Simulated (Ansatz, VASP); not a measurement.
## GaP: VASP beside Ansatz

Aim: how closely do two programs agree when they are given the same cell, functional and k mesh? The structure shown is the end of the Ansatz relaxation below.

Main program and level: Ansatz 0.2.0; plane waves, with VASP 6.6.1 beside it; single point at LDA.

### Step 1. The starting structure

Symmetry: I-4m2, No. 119, tetragonal system. The conventional cell has a = 3.698 Å, b = 3.698 Å, c = 5.534 Å, α = 90.00°, β = 90.00°, γ = 90.00°. Nearest to P lie 4 Ga at 2.31 Å. Ga has 4 P at 2.31 Å nearest. Farther neighbours are not listed.

### Step 2. Ansatz: relaxation, LDA

Ansatz runs on its PAW soft_1 files.

This run makes the geometry at which the two programs are then compared.

input.yaml

```yaml
crystal:
  lattice:
    - [0.0, 2.6148345403, 2.7435719588]
    - [2.6148345403, 0.0, 2.7435719588]
    - [2.6148345403, 2.6148345403, 0.0]
  atoms:
    - { symbol: P, position: [0.75, 0.75, 0.75] }
    - { symbol: Ga, position: [0.0, 0.0, 0.0] }
  conventional_axes: [[-1, 1, 1], [1, -1, 1], [1, 1, -1]]
kpoints:
  mp_grid: { grid: [12, 12, 12] }
hamiltonian:
  xc: lda
  pseudopotentials: { kind: paw, azcp: { folder: soft_1 }, xc_functional: pbe }
scf:
  occupations: { method: gaussian, width: 0.02 }
output:
  forces: true
  stress: true
  eigenvalues: true
relax:
  adjacent_minimum: "off"
  f_tol: 0.001
  max_steps: 60
  cell: { stress_tol: 0.01, fix: [a, b, gamma] }
```

Run with:

```bash
> ansatz run input.yaml --threads 4 --pin off --max-ram 10240MiB --backend cpu --events-out ev --progress --plain --runs-dir out
```

Numbers of over 12 decimals in the logs are rounded to 6 here.

Output:

```text
Engine: ansatz 0.2.0, x86_64-unknown-linux-gnu
Pseudopotentials: kind: paw
Pseudopotential: P, paw, valence charge 5, recommended cutoff 420 eV (normal), soft_1/P.paw.azcp
Pseudopotential: Ga, paw, valence charge 13, recommended cutoff 420 eV (normal), soft_1/Ga.paw.azcp
Functional definition: SPW92
  exchange = slater_x
  correlation = pw_c
Crystal: 2 atoms, lattice volume = 37.518 Å³
Basis set: ecut = 420 eV, 741 PW (Γ)
Bands: 13, of which v1, the nominal top of the filled ones, is band 9 counted from 1 (8 counted from 0)
Symmetry: 8 space group operations
Space group: I-4m2 (ITA 119), of the structure as read, at distance tolerance 3.3e-5 Å
k-points: 163 of 1728 (time reversal used)
Non-local potential: P, projectors of the file, l = 0: 2, l = 1: 2, l = 2: 1
Non-local potential: Ga, projectors of the file, l = 0: 2, l = 1: 2, l = 2: 3, l = 3: 1
PAW form: soft (Blöchl's): semilocal exchange-correlation on the pseudo side does not see the compensation charge
PAW frozen core: P, regenerated for the run's functional, and the local potential with it (the file was generated under x = pbe(κ = 0.804, μ = 0.219515), c = pbe(β = 0.066725))
PAW frozen core: Ga, regenerated for the run's functional, and the local potential with it (the file was generated under x = pbe(κ = 0.804, μ = 0.219515), c = pbe(β = 0.066725))
PAW one-centre angular grid: P, 110 points (default); XC on 64 Gauss nodes
PAW one-centre angular grid: Ga, 590 points (default); XC on 64 Gauss nodes
Initial density: superposition of atomic densities (chi_scale 0.1, normalization cell, long waves kept (reshape's long-wave potential 0.00 eV rms))
Initial wavefunctions: pseudopotential atomic-orbital guess
Functional: x = slater, c = lda
SCF iter   1: F=—  HF=-4433.947418 eV  |F-HF|=—  |Δ(HF+E_count)|=         —  Δρ=4.67e-2  dr2=7.04e-1  ethr=3.10e-3  ⟨swp⟩=6.5  Hψ=14928  notcnv=0
preconditioner: auto → none  [insulator: Δε(μ)=1.545 eV  Ē_g=15.692 eV  σ=0.020 eV  W_gap=1.00  n_scr=14 (ndim 8)  ℏωp=25.7 eV  f_vac=0.000  D(μ)=0.00/eV (n_scr^D=0)  ε∞_Penn≈3.7]
SCF iter   2: F=—  HF=-4433.754228 eV  |F-HF|=—  |Δ(HF+E_count)|=   1.93e-1  Δρ=2.08e-2  dr2=9.18e-2  ethr=3.10e-3  ⟨swp⟩=2.2  Hψ=4272  notcnv=0
SCF iter   3: F=—  HF=-4433.740099 eV  |F-HF|=—  |Δ(HF+E_count)|=   1.41e-2  Δρ=5.24e-3  dr2=9.45e-3  ethr=5.10e-4  ⟨swp⟩=3.0  Hψ=4237  notcnv=0
SCF iter   4: F=—  HF=-4433.736635 eV  |F-HF|=—  |Δ(HF+E_count)|=   3.46e-3  Δρ=2.52e-3  dr2=8.60e-4  ethr=5.25e-5  ⟨swp⟩=3.0  Hψ=4741  notcnv=0
SCF iter   5: F=—  HF=-4433.736269 eV  |F-HF|=—  |Δ(HF+E_count)|=   3.66e-4  Δρ=5.73e-4  dr2=4.49e-5  ethr=4.78e-6  ⟨swp⟩=2.0  Hψ=4214  notcnv=0
SCF iter   6: F=—  HF=-4433.736270 eV  |F-HF|=—  |Δ(HF+E_count)|=   6.38e-7  Δρ=3.11e-5  dr2=2.24e-7  ethr=2.50e-7  ⟨swp⟩=2.3  Hψ=2611  notcnv=0
SCF iter   7: F=-4433.736270 eV  HF=-4433.736270 eV  |F-HF|=2.00e-9  |Δ(HF+E_count)|=   1.60e-7  Δρ=6.12e-6  dr2=6.90e-9  ethr=5.56e-10  ⟨swp⟩=6.3  Hψ=10780  notcnv=0
SCF 1 converged in 7 iterations: F = -4433.736270 eV  dr2 = 6.90e-9
  greatest PAW one-centre occupation: 0.994 electrons in one spin orbital (limit 2), on the Ga atom at site 1 (counted from 0), in its partial waves of l = 2
relax step   1: F+E_penalty+E_count = -4433.73626958 eV  Δ(F+E_penalty+E_count) = +0.000e0 eV  max|allowed force component| = 4.163e-17 eV/Å  Δτ_max = 0.0000 Å  P = +4.237 GPa  Ω = 37.518 Å³  fix = [a, b, gamma]  reactions: a +5.615, b +5.615 GPa  (7 SCF iters, dr2 threshold 1.00e-7 eV, accepted)
[...]
relax step   2: F+E_penalty+E_count = -4433.73764845 eV  Δ(F+E_penalty+E_count) = -1.379e-3 eV  max|allowed force component| = 3.990e-17 eV/Å  Δτ_max = 0.0000 Å  P = +3.511 GPa  Ω = 37.767 Å³  energy of the carried Pulay correction = -3.331e-5 eV  fix = [a, b, gamma]  reactions: a +5.097, b +5.097 GPa  (4 SCF iters, dr2 threshold 2.00e-7 eV, accepted)
[...]
relax step   3: F+E_penalty+E_count = -4433.73771790 eV  Δ(F+E_penalty+E_count) = -6.945e-5 eV  max|allowed force component| = 4.857e-17 eV/Å  Δτ_max = 0.0000 Å  P = +3.301 GPa  Ω = 37.841 Å³  energy of the carried Pulay correction = -4.314e-5 eV  fix = [a, b, gamma]  reactions: a +4.949, b +4.949 GPa  (3 SCF iters, dr2 threshold 2.00e-7 eV, accepted)
[...]
relax step   4: F+E_penalty+E_count = -4433.73776308 eV  Δ(F+E_penalty+E_count) = -4.518e-5 eV  max|allowed force component| = 4.510e-17 eV/Å  Δτ_max = 0.0000 Å  P = +3.301 GPa  Ω = 37.841 Å³  fix = [a, b, gamma]  reactions: a +4.949, b +4.949 GPa  stress off target by 5.76e-3 GPa on what of the cell is left free  SCF on the basis re-selected at this cell (its energy is not comparable with the rows above)  (6 SCF iters)
basis re-selected at this cell: Δ(F+E_penalty+E_count) = -4.518e-5 eV, ΔP = +0.000 GPa vs the last step (what re-selecting the basis moved, of the pressure what is left beyond the Pulay correction that the steps carried, after the strain that the cell walked since its last selection, with what the two solves' SCF thresholds leave and, on support functions, any second-order correction that the steps lacked; it is no m [...]
SCF converged after 6 iterations
Free energy (F): -4433.737763 eV
Harris-Foulkes:  -4433.737763 eV  (|F-HF|=1.82e-12)
Internal energy: -4433.737763 eV  (E = F + TS)
E sigma→0 (E₀):  -4433.737763 eV
Fermi energy:    8.348487 eV
--- Per-component energies (eV) ---
  E_band       = -51.973417
  E_kinetic    = 183.255817
  E_local      = -1634.447476  (includes V_loc(G=0)·N_el)
  E_nonlocal   = -57.088319
  E_hartree    = 997.257505
  E_xc         = -136.518589
  E_vxc        = -119.310764  (∫ρ·V_xc dr)
  E_paw        = -2445.117706  (= ΣΔE_a)
  E_vpaw       = -418.897493  (= ΣTr[D̂ρ^β])
  E_aug_tail   = -0.000219  (compensation charges beyond the density's cutoff)
  E_ewald      = -1342.924608
  E_core_change = 1.845833  (= ΣΔE_core)
  E_smearing   = -0.000000  (= −TS)
  E_closure    = 0.000000  (closes the sum)
  Σ components = -4433.737763   (vs F -4433.737763, Δ=0.00e0)
--- Forces (eV/Å), atoms counted from 1 ---
  atom   1  P      0.00000000    -0.00000000     0.00000000
  atom   2  Ga     0.00000000    -0.00000000     0.00000000
  max |Σ_I F_I| component: 1.60e-16 eV/Å
--- Stress (GPa, compression-positive) ---
        4.949206       0.000000      -0.000000
        0.000000       4.949206       0.000000
       -0.000000       0.000000       0.005757
  P = ⅓ Tr σ = 3.3014 GPa (33.014 kbar)
--- Band table (eV; the first three rows and the last of 163) ---
  k-point 0: bands = [... 5 lower, -5.3308, 7.4588, 7.8297, 7.8297, 9.8529, 11.4550, 11.4550, 11.5750]
  k-point 1: bands = [... 5 lower, -5.2318, 6.7512, 7.4753, 7.7171, 10.2820, 11.6002, 11.6454, 11.8623]
  k-point 2: bands = [... 5 lower, -4.9416, 5.2033, 7.1310, 7.4563, 10.2173, 12.0483, 12.0851, 12.8906]
  k-point 162: bands = [... 5 lower, -2.2052, 0.2704, 5.0469, 5.0469, 9.3646, 9.6941, 18.6707, 18.6707]
--- Relaxed structure (3 steps of the walk, 3 accepted, 1 SCFs on fresh bases) ---
  F+E_penalty+E_count = -4433.73776308 eV   max|allowed force component| = 4.510e-17 eV/Å   (the final SCF, on the basis selected at the relaxed cell)
  cell:  # Å, volume = 37.8406 Å³
    - [0, 2.6148345403, 2.767197]
    - [2.6148345403, 0, 2.767197]
    - [2.6148345403, 2.6148345403, 0]
  atoms:
    - { symbol: P, position: [0.750000, 0.750000, 0.750000] }
    - { symbol: Ga, position: [0, 0, 0] }
```

### Step 3. VASP: single point, LDA, pair 1

The same cell, functional (in two slightly different forms), mesh and smearing now go to VASP, with its own data sets.

Lines of VASP's logs that name or quote its potential files are left out, and so is its time.

INCAR

```
SYSTEM = GaP
PREC = Accurate
ENCUT = 500
EDIFF = 1E-06
NELM = 120
ISMEAR = 0
SIGMA = 0.02
LREAL = .FALSE.
ALGO = Normal
GGA = CA
NBANDS = 15
LORBIT = 11
LWAVE = .FALSE.
LCHARG = .FALSE.
ISIF = 2
LASPH = .TRUE.
GGA_COMPAT = .FALSE.
EFERMI = MIDGAP
KPAR = 2
```

POSCAR

```
GaP
1.0
    0.0000000000      2.6148345403      2.7671965316
    2.6148345403      0.0000000000      2.7671965316
    2.6148345403      2.6148345403      0.0000000000
P Ga
1 1
Direct
    0.7500000000      0.7500000000      0.7500000000
    0.0000000000      0.0000000000      0.0000000000
```

KPOINTS

```
Automatic mesh
0
Gamma
12 12 12
0 0 0
```

PAW data sets: P and Ga_d (LDA family, release 64).

Run with:

```bash
> mpirun -np 2 vasp_std
```

Output:

```text
[banner, memory and clock lines left out]
running    2 mpi-ranks, on    1 nodes
 distrk:  each k-point on    1 cores,    2 groups
 distr:  one band on    1 cores,    1 groups

 POSCAR found type information on POSCAR P Ga
 POSCAR found :  2 types and       2 ions
 LDA part: xc-table for (Slater(with rela. corr.)+CA(PZ))
 , standard interpolation
 POSCAR, INCAR and KPOINTS ok, starting setup
 FFT: planning ... GRIDC
 FFT: planning ... GRID_SOFT
 FFT: planning ... GRID
 WAVECAR not read
 entering main loop
       N       E                     dE             d eps       ncg     rms          rms(c)
DAV:   1     0.784818737349E+02    0.78482E+02   -0.89837E+03  5089   0.174E+03
DAV:   2    -0.472147228359E+01   -0.83203E+02   -0.79546E+02  5499   0.314E+02
DAV:   3    -0.106681739313E+02   -0.59467E+01   -0.59243E+01  6136   0.679E+01
DAV:   4    -0.107664928676E+02   -0.98319E-01   -0.98277E-01  6111   0.945E+00
DAV:   5    -0.107684534949E+02   -0.19606E-02   -0.19605E-02  6186   0.116E+00    0.468E+00
DAV:   6    -0.104764670554E+02    0.29199E+00   -0.39775E-01  7561   0.119E+01    0.303E+00
DAV:   7    -0.104219795936E+02    0.54487E-01   -0.10257E-01  6551   0.242E+00    0.111E+00
DAV:   8    -0.104174071425E+02    0.45725E-02   -0.12876E-02  6257   0.134E+00    0.238E-01
DAV:   9    -0.104173604418E+02    0.46701E-04   -0.10891E-03  7238   0.427E-01    0.629E-02
DAV:  10    -0.104173532974E+02    0.71445E-05   -0.55936E-05  7432   0.975E-02    0.236E-02
DAV:  11    -0.104173589745E+02   -0.56771E-05   -0.95993E-06  6431   0.453E-02    0.837E-03
DAV:  12    -0.104173587348E+02    0.23965E-06   -0.47772E-07  4069   0.852E-03
   1 F= -.10417359E+02 E0= -.10417359E+02  d E =0.000000E+00
```

From OUTCAR (step 3):

```text
ion  position               nearest neighbor table
   1  0.750  0.750  0.750-   2 2.31   2 2.31   2 2.31   2 2.31
   2  0.000  0.000  0.000-   1 2.31   1 2.31   1 2.31   1 2.31

  LATTYP: Found a body centered tetragonal cell.
 ALAT       =     3.6979344703
 C/A-ratio  =     1.4966173976

 Subroutine GETGRP returns: Found  8 space group operations
 (whereof  8 operations were pure point group operations)

The static configuration has the point symmetry D_2d.

 Found    163 irreducible k-points:

   k-points           NKPTS =    163   k-points in BZ     NKDIM =    163   number of bands    NBANDS=     15

   dimension x,y,z NGX =    28 NGY =   28 NGZ =   28
   dimension x,y,z NGXF=    56 NGYF=   56 NGZF=   56

   ENCUT  =  500.0 eV  36.75 Ry    6.06 a.u.   6.94  6.94  6.74*2*pi/ulx,y,z

   NELECT =      18.0000    total number of electrons

 k-points in reciprocal lattice and weights: Automatic mesh
   0.00000000  0.00000000  0.00000000       0.001
   0.08333333 -0.00000000  0.00000000       0.005
   0.16666667 -0.00000000  0.00000000       0.005
   0.25000000 -0.00000000  0.00000000       0.005
   0.33333333 -0.00000000  0.00000000       0.005
   0.41666667 -0.00000000  0.00000000       0.005
   0.50000000 -0.00000000  0.00000000       0.002
   0.08333333  0.08333333  0.00000000       0.001
   0.16666667  0.08333333  0.00000000       0.005
[...]
-0.33333333  0.16666667  0.50000000       0.002
  -0.25000000  0.25000000  0.50000000       0.001

 average (electrostatic) potential at core
       1 -83.9602       2 -65.9427

 E-fermi :   5.8666

 k-point     1 :       0.0000    0.0000    0.0000
  band No.  band energies     occupation
    ...
      5      -9.4956      2.00000
      6      -7.8050      2.00000
      7       4.9774      2.00000
      8       5.3471      2.00000
      9       5.3471      2.00000
     10       7.4005      0.00000
     11       8.9785      0.00000
     12       8.9785      0.00000
     13       9.0993      0.00000
     14      13.9770      0.00000
    ...

 k-point     2 :       0.0833   -0.0000    0.0000
  band No.  band energies     occupation
    ...
      5      -9.4952      2.00000
      6      -7.7060      2.00000
      7       4.2733      2.00000
      8       4.9936      2.00000
      9       5.2346      2.00000
     10       7.8232      0.00000
     11       9.1250      0.00000
     12       9.1694      0.00000
     13       9.3882      0.00000
     14      14.0953      0.00000
    ...

 k-point     3 :       0.1667   -0.0000    0.0000
  band No.  band energies     occupation
    ...
      5      -9.4938      2.00000
      6      -7.4160      2.00000
      7       2.7270      2.00000
      8       4.6494      2.00000
      9       4.9741      2.00000
     10       7.7521      0.00000
     11       9.5740      0.00000
     12       9.6101      0.00000
     13      10.4216      0.00000
     14      13.7951      0.00000
    ...

  Total        1.1853974      1.1853974      0.0198421      0.0000000     -0.0000000      0.0000000
  in kB       50.1898761     50.1898761      0.8401162      0.0000000     -0.0000000      0.0000000
  external PRESSURE =      33.7399561 kB  Pullay stress =       0.0000000 kB

  energy-cutoff  :      500.00
  volume of cell :       37.84
      direct lattice vectors                 reciprocal lattice vectors
     0.000000000  2.614834540  2.767196532    -0.191216688  0.191216688  0.180688287
     2.614834540  0.000000000  2.767196532     0.191216688 -0.191216688  0.180688287
     2.614834540  2.614834540  0.000000000     0.191216688  0.191216688 -0.180688287

 POSITION                                       TOTAL-FORCE (eV/Angst)
 -----------------------------------------------------------------------------------
      3.92225      3.92225      4.15079        -0.000000     -0.000000     -0.000000
      0.00000      0.00000      0.00000         0.000000      0.000000      0.000000
 -----------------------------------------------------------------------------------
    total drift:                               -0.000000     -0.000000     -0.000001

  FREE ENERGIE OF THE ION-ELECTRON SYSTEM (eV)
  ---------------------------------------------------
  free  energy   TOTEN  =       -10.4173587348 eV

  energy  without entropy=      -10.4173587348  energy(sigma->0) =      -10.41735873

 total charge
# of ion       s       p       d       tot
------------------------------------------
    1        1.021   1.556   0.000   2.577
    2        0.882   0.932  10.025  11.839
--------------------------------------------------
tot          1.903   2.488  10.025  14.416

[... 3 further parts left out ...]
```

The run ends at a pressure of 3.37 GPa.

### Step 4. Differences

Known differences besides the potentials themselves: the two LDA forms differ slightly; the cutoff is 420 eV in Ansatz and 500 eV in VASP; VASP's log shows a relativistic correction to its local exchange, Ansatz's none; Ansatz's pressure holds a Pulay correction, VASP's none. Total energies have different zeros and are not compared.

Compared:

```
              quantity  Ansatz   VASP  difference
        pressure (GPa)    3.30   3.37       -0.07
gap on the k mesh (eV)   1.038  1.039      -0.001
```

A gap on the mesh is an upper bound, since the band edges may lie between its points.

### Step 5. Ansatz: relaxation, LDA

This run makes the geometry at which the two programs are then compared. The cell compared in this pair holds 37.38 Å³, against 37.84 Å³ for the pair before.

The structure compared here is the end of the Ansatz relaxation.

Changes to input.yaml since step 2:

```diff
@@ -2,5 +2,5 @@
   lattice:
-    - [0.0, 2.6148345403, 2.7435719588]
-    - [2.6148345403, 0.0, 2.7435719588]
-    - [2.6148345403, 2.6148345403, 0.0]
+    - [0.0, 2.5878774832, 2.7671965316]
+    - [2.5878774832, 0.0, 2.7671965316]
+    - [2.5878774832, 2.5878774832, 0.0]
   atoms:
```

Run with:

```bash
> ansatz run input.yaml --threads 4 --pin off --max-ram 10240MiB --backend cpu --events-out ev --progress --plain --runs-dir out
```

Output:

```text
[...]
Crystal: 2 atoms, lattice volume = 37.064 Å³
Basis set: ecut = 420 eV, 717 PW (Γ)
Bands: 13, of which v1, the nominal top of the filled ones, is band 9 counted from 1 (8 counted from 0)
Symmetry: 8 space group operations
[...]
k-points: 163 of 1728 (time reversal used)
[...]
k-point 162: bands = [... 5 lower, -2.1440, 0.2872, 5.2758, 5.2758, 9.6180, 9.9771, 18.9362, 18.9362]
--- Relaxed structure (3 steps of the walk, 3 accepted, 1 SCFs on fresh bases) ---
[...]
cell:  # Å, volume = 37.3787 Å³
    - [0, 2.5878774832, 2.790656]
    - [2.5878774832, 0, 2.790656]
    - [2.5878774832, 2.5878774832, 0]
  atoms:
    - { symbol: P, position: [0.75, 0.75, 0.75] }
    - { symbol: Ga, position: [0, 0, 0] }
[key lines of the parts left out:]
SCF converged after 7 iterations
Free energy (F): -4433.709182 eV
Fermi energy:    8.502473 eV
P = ⅓ Tr σ = 4.5526 GPa (45.526 kbar)
```

Between step 4 and this run (cell volume -1.2 %) the value for the gap on the k-mesh moves from 1.04 to 0.916.

### Step 6. VASP: single point, LDA, pair 2

The same cell, functional (in two slightly different forms), mesh and smearing now go to VASP, with its own data sets.

INCAR is that of step 3.

POSCAR

```
GaP
1.0
    0.0000000000      2.5878774832      2.7906560600
    2.5878774832      0.0000000000      2.7906560600
    2.5878774832      2.5878774832      0.0000000000
P Ga
1 1
Direct
    0.7500000000      0.7500000000      0.7500000000
    0.0000000000      0.0000000000      0.0000000000
```

KPOINTS is that of step 3.

Run with:

```bash
> mpirun -np 2 vasp_std
```

Output:

```text
[... set-up lines as in an earlier step ...]
 entering main loop
       N       E                     dE             d eps       ncg     rms          rms(c)
DAV:   1     0.781955737664E+02    0.78196E+02   -0.89743E+03  5089   0.177E+03
DAV:   2    -0.478012247841E+01   -0.82976E+02   -0.79283E+02  5513   0.313E+02
DAV:   3    -0.106501723255E+02   -0.58700E+01   -0.58459E+01  6038   0.676E+01
DAV:   4    -0.107445851313E+02   -0.94413E-01   -0.94379E-01  6187   0.923E+00
[...]
DAV:  10    -0.103884151080E+02    0.88264E-05   -0.57357E-05  7355   0.102E-01    0.229E-02
DAV:  11    -0.103884206034E+02   -0.54953E-05   -0.10038E-05  6546   0.459E-02    0.881E-03
DAV:  12    -0.103884203471E+02    0.25628E-06   -0.49258E-07  4097   0.880E-03
   1 F= -.10388420E+02 E0= -.10388420E+02  d E =0.000000E+00
```

(Continued in part 2 of 2.)

[Lines on the potential files, build, host, timing and source positions are cut from VASP's logs without a mark.]

[Logs are printed without paths, hosts, clocks, repeated set-up lines and the standing remarks that a program may print on its own settings, such as how far it seeks lower states.]

[Hosts, paths, dates, database ids (printed as entryN), source tags and the programs' standing remarks are cut or masked in the printed files.]
